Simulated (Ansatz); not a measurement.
# Ge (pure Ge, 64 sites, mesh with Gamma): the cost of one run

Program: Ansatz 0.2.0. Level of theory: DFT LDA, scalar-relativistic, plane waves, PAW, and further levels as typed in the inputs. These are calculated values, not measurements.

## 1. The structure to begin with

The structure is triclinic, space group P1 (No. 1). The conventional cell has a = 11.243 Å, b = 11.243 Å, c = 11.243 Å, α = 90.00°, β = 90.00°, γ = 90.00°. Ge (site symmetry 1) has 4 Ge at 2.41 to 2.45 Å as nearest neighbours. Ge (site symmetry 1) has 4 Ge at 2.42 to 2.45 Å as nearest neighbours. Ge (site symmetry 1) is surrounded by 4 Ge at 2.43 to 2.45 Å. Ge (site symmetry 1) is surrounded by 4 Ge at 2.42 to 2.43 Å. Around Ge (site symmetry 1) lie 4 Ge at 2.39 to 2.45 Å. Around Ge (site symmetry 1) lie 4 Ge at 2.43 to 2.46 Å. Only part of the 64 independent sites is listed.

Structure file:

```xyz
64
Lattice="11.2434 0.0000 0.0000 0.0000 11.2434 0.0000 0.0000 0.0000 11.2434" Properties=species:S:1:pos:R:3 pbc="T T T"
Ge    0.0044   -0.0033    0.0243
Ge   -0.0025    2.8119    2.8267
Ge    2.8018   -0.0059    2.8127
Ge    2.8076    2.7989   -0.0020
Ge    1.4018    1.4115    1.3888
Ge    1.3984    4.2278    4.2348
Ge    4.2012    1.4119    4.2065
Ge    4.2077    4.2076    1.4012
Ge    0.0100    0.0071    5.6223
Ge   -0.0036    2.8109    8.4315
Ge    2.8188   -0.0063    8.4325
Ge    2.8098    2.8103    5.6242
Ge    1.4074    1.4188    7.0263
Ge    1.4210    4.2132    9.8332
Ge    4.2173    1.4090    9.8407
Ge    4.2292    4.2277    7.0321
Ge   -0.0034    5.6207    0.0141
Ge    0.0022    8.4194    2.8040
Ge    2.8051    5.6332    2.8098
Ge    2.8335    8.4391    0.0012
Ge    1.4011    7.0368    1.4030
Ge    1.3972    9.8437    4.2164
Ge    4.2282    7.0264    4.1877
Ge    4.2242    9.8192    1.4208
Ge    0.0182    5.6174    5.6101
Ge   -0.0140    8.4413    8.4305
Ge    2.8049    5.6193    8.4534
Ge    2.8143    8.4400    5.6295
Ge    1.4156    7.0377    7.0200
Ge    1.4033    9.8304    9.8309
Ge    4.2277    7.0221    9.8372
Ge    4.2093    9.8320    7.0350
Ge    5.6172   -0.0048    0.0049
Ge    5.6267    2.8188    2.8126
Ge    8.4150    0.0063    2.8158
Ge    8.4427    2.8024    0.0252
Ge    7.0148    1.4127    1.4059
Ge    7.0223    4.2244    4.2135
Ge    9.8146    1.3938    4.2209
Ge    9.8604    4.2015    1.4053
Ge    5.6362    0.0061    5.6179
Ge    5.6075    2.7930    8.4251
Ge    8.4289   -0.0225    8.4156
Ge    8.4356    2.8068    5.6142
Ge    7.0230    1.3973    7.0364
Ge    7.0435    4.2370    9.8451
Ge    9.8454    1.4201    9.8554
Ge    9.8526    4.2284    7.0208
Ge    5.6057    5.6305   -0.0009
Ge    5.6211    8.4237    2.7978
Ge    8.4466    5.6264    2.8002
Ge    8.4365    8.4356    0.0052
Ge    7.0495    7.0268    1.3926
Ge    7.0275    9.8315    4.2218
Ge    9.8401    7.0306    4.2106
Ge    9.8421    9.8329    1.4106
Ge    5.6187    5.6105    5.6267
Ge    5.6146    8.4470    8.4370
Ge    8.4372    5.6227    8.4320
Ge    8.4087    8.4448    5.6136
Ge    7.0367    7.0207    7.0257
Ge    7.0249    9.8276    9.8363
Ge    9.8427    7.0230    9.8253
Ge    9.8322    9.8405    7.0386
```

## 2. Relaxing cell and atoms: Ge64 defect cell, no spin

input.yaml

```yaml
crystal:
  lattice:
    - [11.2434, 0.0, 0.0]
    - [0.0, 11.2434, 0.0]
    - [0.0, 0.0, 11.2434]
  atoms:
    - { symbol: Ge, position: [0.0003924324, -0.0002942794, 0.0021619538] }
    - { symbol: Ge, position: [-0.0002242134, 0.2500974882, 0.2514074756] }
    - { symbol: Ge, position: [0.249191319, -0.000526208, 0.2501668563] }
    - { symbol: Ge, position: [0.2497066101, 0.2489391424, -0.0001822194] }
    - { symbol: Ge, position: [0.1246808537, 0.1255367341, 0.1235193193] }
    - { symbol: Ge, position: [0.1243772533, 0.3760240595, 0.37665193] }
    - { symbol: Ge, position: [0.3736559408, 0.1255735343, 0.3741278369] }
    - { symbol: Ge, position: [0.3742379057, 0.3742245413, 0.1246242169] }
    - { symbol: Ge, position: [0.0008862442, 0.0006336351, 0.5000526035] }
    - { symbol: Ge, position: [-0.0003231326, 0.2500029251, 0.7499057843] }
    - { symbol: Ge, position: [0.2507053501, -0.0005617266, 0.7499944902] }
    - { symbol: Ge, position: [0.2499101094, 0.2499534766, 0.5002216568] }
    - { symbol: Ge, position: [0.125175801, 0.1261872286, 0.6249227319] }
    - { symbol: Ge, position: [0.1263888435, 0.3747279711, 0.8745751006] }
    - { symbol: Ge, position: [0.3750895976, 0.1253161308, 0.8752397962] }
    - { symbol: Ge, position: [0.376149086, 0.3760133438, 0.6254397606] }
    - { symbol: Ge, position: [-0.0002991411, 0.4999105125, 0.0012570913] }
    - { symbol: Ge, position: [0.0001967858, 0.7488341844, 0.2493866933] }
    - { symbol: Ge, position: [0.2494863536, 0.5010247832, 0.2499046872] }
    - { symbol: Ge, position: [0.2520101631, 0.7505840044, 0.0001110045] }
    - { symbol: Ge, position: [0.1246124803, 0.6258646667, 0.1247859089] }
    - { symbol: Ge, position: [0.1242670158, 0.8755053033, 0.3750113474] }
    - { symbol: Ge, position: [0.3760575633, 0.6249345453, 0.372456563] }
    - { symbol: Ge, position: [0.3757020709, 0.8733299172, 0.1263685861] }
    - { symbol: Ge, position: [0.0016199412, 0.4996201937, 0.4989641017] }
    - { symbol: Ge, position: [-0.0012425726, 0.7507761483, 0.7498202339] }
    - { symbol: Ge, position: [0.2494678123, 0.4997834999, 0.7518575473] }
    - { symbol: Ge, position: [0.2503085538, 0.7506632575, 0.5006909899] }
    - { symbol: Ge, position: [0.1259057946, 0.6259439773, 0.6243681036] }
    - { symbol: Ge, position: [0.1248086097, 0.8743233717, 0.8743674838] }
    - { symbol: Ge, position: [0.3760152692, 0.6245537333, 0.8749296019] }
    - { symbol: Ge, position: [0.3743837929, 0.8744722212, 0.6257010672] }
    - { symbol: Ge, position: [0.4996038298, -0.0004288028, 0.0004389755] }
    - { symbol: Ge, position: [0.5004451388, 0.2507047891, 0.2501518797] }
    - { symbol: Ge, position: [0.7484402042, 0.0005605924, 0.2504432193] }
    - { symbol: Ge, position: [0.7509055425, 0.2492471418, 0.0022420332] }
    - { symbol: Ge, position: [0.6239039026, 0.12564656, 0.1250408731] }
    - { symbol: Ge, position: [0.624566739, 0.3757258768, 0.374749693] }
    - { symbol: Ge, position: [0.872922673, 0.1239618101, 0.375407046] }
    - { symbol: Ge, position: [0.8769904705, 0.3736825523, 0.1249849287] }
    - { symbol: Ge, position: [0.5012902979, 0.0005397569, 0.4996659188] }
    - { symbol: Ge, position: [0.4987353251, 0.248415825, 0.7493348046] }
    - { symbol: Ge, position: [0.7496723326, -0.0020003897, 0.7484936273] }
    - { symbol: Ge, position: [0.7502700682, 0.2496362378, 0.4993286456] }
    - { symbol: Ge, position: [0.6246375481, 0.1242772429, 0.6258249428] }
    - { symbol: Ge, position: [0.6264585927, 0.3768442958, 0.8756313018] }
    - { symbol: Ge, position: [0.8756645255, 0.1263012927, 0.8765461949] }
    - { symbol: Ge, position: [0.8763031689, 0.3760782178, 0.6244355333] }
    - { symbol: Ge, position: [0.4985772111, 0.5007801491, -8.34556e-05] }
    - { symbol: Ge, position: [0.4999504856, 0.7492089397, 0.2488429199] }
    - { symbol: Ge, position: [0.751247102, 0.5004136658, 0.2490527486] }
    - { symbol: Ge, position: [0.7503472443, 0.7502718041, 0.0004641385] }
    - { symbol: Ge, position: [0.6269862949, 0.6249691356, 0.1238618895] }
    - { symbol: Ge, position: [0.6250325014, 0.8744251236, 0.3754879021] }
    - { symbol: Ge, position: [0.8751872587, 0.6253081824, 0.3744956586] }
    - { symbol: Ge, position: [0.8753679303, 0.8745461728, 0.125460056] }
    - { symbol: Ge, position: [0.4997322828, 0.4990052774, 0.5004433922] }
    - { symbol: Ge, position: [0.4993719926, 0.7512842033, 0.75039397] }
    - { symbol: Ge, position: [0.750415982, 0.5000901371, 0.7499472117] }
    - { symbol: Ge, position: [0.7478772455, 0.7510870115, 0.499276098] }
    - { symbol: Ge, position: [0.6258505095, 0.6244321019, 0.6248727018] }
    - { symbol: Ge, position: [0.6248006032, 0.8740763512, 0.8748472801] }
    - { symbol: Ge, position: [0.8754236674, 0.6246316254, 0.8738757108] }
    - { symbol: Ge, position: [0.874490176, 0.8752221902, 0.6260203338] }
scf:
  occupations: { method: gaussian, width: 0.05 }
output:
  forces: true
  stress: false
  eigenvalues: true
hamiltonian:
  xc: lda
relax:
  f_tol: 0.01
  max_steps: 80
  cell: { stress_tol: 0.03, fix: [shape] }
kpoints:
  mp_grid: { grid: [2, 2, 2] }
```

On the command line:

```sh
> ansatz run input.yaml --threads 8 --pin off --max-ram 16384MiB --backend cpu --events-out ev --progress --plain --runs-dir out
```

Q: Estimate wall time and peak memory on 8 threads of Intel Xeon Platinum 8375C at 2.90GHz (Ice Lake), shared host.

About 6.1 min, with a peak of 12 GiB.
